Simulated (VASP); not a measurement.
Input of a VASP 6.6.1 run:

The input POSCAR:

```
C
1.0
    0.0000000000      1.7833700000      1.7833700000
    1.7833700000      0.0000000000      1.7833700000
    1.7833700000      1.7833700000      0.0000000000
C
2
Direct
    0.0000000000      0.0000000000      0.0000000000
    0.2500000000      0.2500000000      0.2500000000
```

Contents of INCAR.step1:

```
PREC = Accurate
ENCUT = 600
EDIFF = 1E-8
ISMEAR = 0
SIGMA = 0.02
LREAL = False
LASPH = True
NELM = 60
ALGO = Normal
ISIF = 3
LWAVE = False
LCHARG = False
IBRION = 2
NSW = 40
EDIFFG = -0.002
```

INCAR.step2

```
PREC = Accurate
ENCUT = 600
EDIFF = 1E-8
ISMEAR = 0
SIGMA = 0.02
LREAL = False
LASPH = True
NELM = 60
ALGO = Normal
ISIF = 2
LWAVE = False
LCHARG = False
IBRION = 8
NSW = 1
```

KPOINTS

```
regular mesh
0
Gamma
  12 12 12
```

Potentials or basis: VASP PAW LDA potentials, release 64 (C).

Command:

```console
$ cat potpaw_LDA.64/C/POTCAR > POTCAR
$ cp INCAR.step1 INCAR
$ mpirun -np 1 vasp_std > vasp.out
$ cp CONTCAR POSCAR
$ cp INCAR.step2 INCAR
$ mpirun -np 1 vasp_std > vasp.out
```

What does it give for the highest phonon frequency at Γ?

1324 cm⁻¹.

What does it give for the relaxed cell?

a = 2.499 Å, b = 2.499 Å, c = 2.499 Å, α = 60.00°, β = 60.00°, γ = 60.00°.

Final structure:
```xyz
2
Lattice="0.0000 1.7668 1.7668 1.7668 0.0000 1.7668 1.7668 1.7668 0.0000" Properties=species:S:1:pos:R:3 pbc="T T T"
C     0.0000    1.7668    1.7668
C     0.8834    0.8834    0.8834
```
